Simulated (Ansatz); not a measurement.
# Pt: compression at zero temperature

The task here is to estimate one member of a computed series from the others.

The COD entry's cell or inner coordinates are ideal or old and differ from later refinements, so a difference from it is no clean test against experiment.

Method: DFT PBE, scalar-relativistic, plane waves, PAW, in Ansatz 0.2.0.

2 further runs of the same task are left out: 2 set aside as unsound or not needed.

## The system as given

The structure is cubic, space group Fm-3m (No. 225). The conventional cell has a = 3.970 Å, b = 3.970 Å, c = 3.970 Å, α = 90.00°, β = 90.00°, γ = 90.00°. Pt (site symmetry m-3m) is surrounded by 12 Pt at 2.81 Å.

As a file:

```
Pt
1.0
     0.00000    1.98506    1.98506
     1.98506    0.00000    1.98506
     1.98506    1.98506    0.00000
Pt
1
Cartesian
  0.0000 0.0000 0.0000
```

It is the result of an earlier relaxation at this level (volume 15.64 Å³/atom; gap on the mesh: none (metal)).

The first run:

The input, input.yaml:

```yaml
crystal:
  lattice:
    - [0.0, 1.9977880228, 1.9977880228]
    - [1.9977880228, 0.0, 1.9977880228]
    - [1.9977880228, 1.9977880228, 0.0]
  atoms:
    - { symbol: Pt, position: [0.0, 0.0, 0.0] }
basis:
  ecutwfc: 420
kpoints:
  mp_grid: { grid: [18, 18, 18] }
hamiltonian:
  xc: pbe
scf:
  occupations: { method: gaussian, width: 0.1 }
output:
  forces: true
  stress: true
  eigenvalues: true
relax:
  adjacent_minimum: "off"
  f_tol: 0.008
  max_steps: 50
  cell: { stress_tol: 0.08, p_target: -2.0 }
```

Command:

```console
> ansatz run input.yaml --threads 1 --pin off --max-ram 2560MiB --backend cpu --events-out ev --progress --plain --runs-dir out
```

Among the steps run: -2 GPa; Target pressure 2 GPa; Target pressure 5 GPa; Target pressure 10 GPa; Relaxing at 20 GPa; Relaxing at 40 GPa.

One table of the session follows, with a row left open; its other results are not shown here.

Lengths are those of the vectors of the cell that was run:

```
P (GPa)  V (Å³/atom)  a (Å)  b (Å)  c (Å)  ΔH (eV/atom)
     -2        15.77  2.815  2.815  2.815        -0.196
      0        15.64  2.807  2.807  2.807         0.000
      2        15.52  2.800  2.800  2.800         0.194
      5            ?      ?      ?      ?             ?
     10        15.08  2.773  2.773  2.773         0.958
     20        14.63  2.745  2.745  2.745         1.884
     40        13.91  2.700  2.700  2.700         3.663
```

**Question.** Estimate the row for P (GPa) = 5.

Worked estimate for «V (Å³/atom)». A straight line through the neighbours (2, 15.52) and (10, 15.08) gives 15.52 + (15.08 − 15.52) × (5 − 2) / (10 − 2) = 15.36; a parabola fitted to 4 rows on both sides gives 15.35.

**Answer.** V (Å³/atom): 15.35; a (Å): 2.789; b (Å): 2.789; c (Å): 2.789; ΔH (eV/atom): 0.483. In «V (Å³/atom)» the line misses by +0.01 and the parabola by 0.00.

ΔH is E + PV over the energy at zero pressure; a, b and c are the vectors of the computed cell. 

Limits of these values: Other structures may take over in this range; these runs cannot find them.
